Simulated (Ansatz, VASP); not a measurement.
AlN in VASP and in Ansatz

```
CELL_PARAMETERS angstrom
1.82762 -1.82762 0.00000
1.82762 1.82762 0.00000
0.00000 0.00000 5.30009
ATOMIC_POSITIONS crystal
Al 0.00321 0.99679 0.01351
Al 0.50346 0.49654 0.51351
N 0.00346 0.99654 0.41249
N 0.50320 0.49680 0.91249
```

Alike in both runs: functional PBEsol; k mesh 9 × 9 × 7; no spin polarisation.

Ansatz relaxed the structure, and its values are those at the end. VASP's run is a single point on that final structure, the one shown.

|  | VASP | Ansatz |
| --- | --- | --- |
| version | VASP 6.6.1 | Ansatz 0.2.0 |
| potentials or method | VASP PAW PBE potentials, release 64 (Al, N) | scalar-relativistic, plane waves, PAW |
| plane-wave cutoff (eV) | 520 | 520 |
| occupations | gaussian, width 0.01 eV | fixed |
| valence electrons in the cell | 16 | 16 |

|  | VASP | Ansatz | Ansatz less VASP |
| --- | --- | --- | --- |
| gap on the k mesh at the Fermi level (eV) | 3.09 | 3.08 | -0.004 |
| least direct gap on the mesh (eV) | 3.40 | 3.40 | -0.004 |
| pressure (GPa) | 20.1 | 20.0 | -0.09 |
| rms of the force components (eV/Å) | 0.002 | 0.005 | +0.0022 |

Caveats: so large a pressure means that the cell lies far from this level's equilibrium, or that cutoff or potentials fall short (VASP); the potentials were made for another functional, which shifts forces and pressure (VASP); an odd mesh through Γ misses points on the zone boundary, where band edges often lie. Expect the measured gap to be larger: semilocal functionals such as PBEsol lack the derivative discontinuity.
